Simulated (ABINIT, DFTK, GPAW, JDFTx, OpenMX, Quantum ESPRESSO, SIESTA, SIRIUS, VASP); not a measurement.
**One calculation of Al2O3, 9 ways**

```
CELL_PARAMETERS angstrom
2.38025 1.37424 4.33187
-2.38025 1.37424 4.33187
0.00000 -2.74848 4.33187
ATOMIC_POSITIONS crystal
Al 0.85216 0.85216 0.85216
Al 0.64784 0.64784 0.64784
Al 0.14784 0.14784 0.14784
Al 0.35216 0.35216 0.35216
O 0.05668 0.75000 0.44332
O 0.75000 0.44332 0.05668
O 0.44332 0.05668 0.75000
O 0.94332 0.25000 0.55668
O 0.25000 0.55668 0.94332
O 0.55668 0.94332 0.25000
```

Alike in all runs: task single point; functional PBE; k mesh 7 × 7 × 7; occupations fermi-dirac, width 0.05 eV; no spin polarisation; no spin-orbit coupling. Pressure is positive in compression and, in plane waves, holds the error of the finite cutoff.

```tsv
program and potentials	plane-wave cutoff (eV)	notes	pressure (GPa)	largest force (eV/Å)
SIESTA, files PseudoDojo sr-pbe-0.4.1-standard, DZP (energy shift 0.003 Ry)	-	atomic basis	8.50	0.033
ABINIT, JTH PAW PBE v2.0	626	-	7.32	0.071
DFTK, PseudoDojo SR PBE 0.4.1 standard (PBE)	1143	-	6.02	0.052
VASP, PBE PAW files Al, O, 520 eV	520	-	7.20	0.027
Quantum ESPRESSO, SSSP 1.3 efficiency PBE	748	-	7.75	0.047
SIRIUS, PseudoDojo 0.4.1 PBE standard (scalar relativistic)	1152	-	6.03	0.051
JDFTx, PseudoDojo-SR-PBE-0.5-standard	1143	-	6.00	0.051
GPAW, GPAW PAW data sets (gpaw-data 1.2.1)	800	-	9.72	0.051
OpenMX, OpenMX 2013 PBE set, Al7.0-s2p2d1, O6.0-s2p2d1, grid cutoff 400 Ry	-	atomic basis	5.48	0.105
```

Force on atom 1 (Al), eV/Å:

```csv
program and potentials,x,y,z
"SIESTA, files PseudoDojo sr-pbe-0.4.1-standard, DZP (energy shift 0.003 Ry)",0.000,0.000,0.033
"ABINIT, JTH PAW PBE v2.0",0.000,0.000,-0.071
"DFTK, PseudoDojo SR PBE 0.4.1 standard (PBE)",0.000,0.000,-0.052
"VASP, PBE PAW files Al, O, 520 eV",0.000,0.000,-0.027
"Quantum ESPRESSO, SSSP 1.3 efficiency PBE",0.000,0.000,-0.047
"SIRIUS, PseudoDojo 0.4.1 PBE standard (scalar relativistic)",0.000,0.000,-0.051
"JDFTx, PseudoDojo-SR-PBE-0.5-standard",0.000,0.000,-0.051
"GPAW, GPAW PAW data sets (gpaw-data 1.2.1)",0.000,0.000,-0.051
"OpenMX, OpenMX 2013 PBE set, Al7.0-s2p2d1, O6.0-s2p2d1, grid cutoff 400 Ry",-0.006,0.010,-0.078
```

The pressure spans 5.48 (OpenMX, OpenMX 2013 PBE set, Al7.0-s2p2d1, O6.0-s2p2d1, grid cutoff 400 Ry) to 9.72 GPa (GPAW, GPAW PAW data sets (gpaw-data 1.2.1)). Rows in atomic bases carry the error of their basis and grid, which can be large.

Differences between rows come from potentials, basis sets and numerical settings, since the functional is the same but for its coding. Runs on potential files found faulty are left out.
